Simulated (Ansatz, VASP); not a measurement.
# VH2: VASP beside Ansatz

INCAR

```
SYSTEM = VH2
ALGO = Normal
EDIFF = 1E-7
ENCUT = 520
GGA = PS
ISIF = 2
ISMEAR = -1
LASPH = .TRUE.
LCHARG = .FALSE.
LREAL = .FALSE.
LWAVE = .FALSE.
NBANDS = 14
NELM = 60
PREC = Accurate
SIGMA = 0.05
```

File KPOINTS:

```
k-points
0
G
  11 11 11
  0 0 0
```

File POSCAR:

```
VH2
1.0
    0.0000000000      2.0975786559      2.0975786559
    2.0975786559      0.0000000000      2.0975786559
    2.0975786559      2.0975786559      0.0000000000
V H
1 2
Direct
   -0.0312500000     -0.0312500000     -0.0312500000
    0.7812500000      0.7812500000      0.7812500000
    0.2500000000      0.2500000000      0.2500000000
```

Input for Ansatz:

```yaml
crystal:
  lattice:
    - [0.0, 2.0975786559, 2.0975786559]
    - [2.0975786559, 0.0, 2.0975786559]
    - [2.0975786559, 2.0975786559, 0.0]
  atoms:
    - { symbol: V, position: [-0.03125, -0.03125, -0.03125] }
    - { symbol: H, position: [0.78125, 0.78125, 0.78125] }
    - { symbol: H, position: [0.25, 0.25, 0.25] }
kpoints:
  mp_grid: { grid: [11, 11, 11] }
scf:
  occupations: { method: fermi_dirac, width: 0.05 }
hamiltonian:
  xc: pbesol
  pseudopotentials: { kind: all_electron, lapw: { basis_error: 0.001 } }
output:
  forces: true
  stress: true
  eigenvalues: true
  populations: true
```

Change from the starting cell: shortest bond scaled by 0.75, LAPW.

Alike in both runs: task single point; functional PBEsol; k mesh 11 × 11 × 11; occupations fermi-dirac, width 0.05 eV; no spin polarisation.

|  | VASP | Ansatz |
| --- | --- | --- |
| version | VASP 6.6.1 | Ansatz 0.2.0 |
| potentials or method | VASP PAW PBE potentials, release 64 (V_sv, H) | all-electron LAPW, scalar-relativistic |
| plane-wave cutoff (eV) | 520 | see its input |

VASP gave:

```
pressure (GPa)                                  : 14.2
largest component of the traceless stress (GPa) : 19.70
rms of the force components (eV/Å)              : 3.524
```

Q: What did Ansatz give for the same quantities?

A: Pressure (GPa): 14.0; largest component of the traceless stress (GPa): 19.57; rms of the force components (eV/Å): 3.506.

Atom by atom the forces differ by 0.018 eV/Å (rms over components). Ansatz ran all-electron here, so the differences hold the error of VASP's frozen core and of both bases.

Caveats: the PAW data sets were made with another functional, which shifts forces and pressure a little (VASP).
